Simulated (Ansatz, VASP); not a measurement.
TiAl in VASP and in Ansatz

INCAR

```
ALGO = Normal
EDIFF = 1E-7
ENCUT = 520
GGA = CA
ISIF = 2
ISMEAR = 0
LASPH = T
LCHARG = F
LREAL = F
LWAVE = F
NBANDS = 14
NELM = 60
PREC = Accurate
SIGMA = 0.15
```

KPOINTS

```
k-points
0
Gamma
  16 16 16
```

POSCAR

```
TiAl
1.0
    3.1790640000      0.0000000000      0.0000000000
    0.0000000000      3.1790640000      0.0000000000
    0.0000000000      0.0000000000      3.1790640000
Ti Al
1 1
Direct
    0.0000000000      0.0000000000      0.0000000000
    0.5000000000      0.5000000000      0.5000000000
```

Input for Ansatz:

```yaml
crystal:
  lattice:
    - [3.179064, 0.0, 0.0]
    - [0.0, 3.179064, 0.0]
    - [0.0, 0.0, 3.179064]
  atoms:
    - { symbol: Ti, position: [0.0, 0.0, 0.0] }
    - { symbol: Al, position: [0.5, 0.5, 0.5] }
basis:
  ecutwfc: 420
kpoints:
  mp_grid: { grid: [16, 16, 16] }
hamiltonian:
  xc: lda
scf:
  occupations: { method: gaussian, width: 0.15 }
output:
  forces: true
  stress: true
  eigenvalues: true
  write_density: true
  write_potential: true
  elf: true
  volumetric_format: npy
```

The cell comes from a database or a generator and needn't be the stable form of this composition.

Alike in both runs: task single point; functional LDA; k mesh 16 × 16 × 16; occupations gaussian, width 0.15 eV; no spin polarisation.

|  | VASP | Ansatz |
| --- | --- | --- |
| version | VASP 6.6.1 | Ansatz 0.2.0 |
| potentials or method | VASP PAW LDA potentials, release 64 (Ti_sv, Al) | scalar-relativistic, plane waves, PAW |
| plane-wave cutoff (eV) | 520 | 420 |
| valence electrons in the cell | 15 | 15 |

```csv
,VASP,Ansatz,Ansatz less VASP
gap on the k mesh at the Fermi level (eV),none,none,-
pressure (GPa),-5.7,-5.8,-0.14
```

A gap of «none» marks a metal or a gap that the smearing closes.
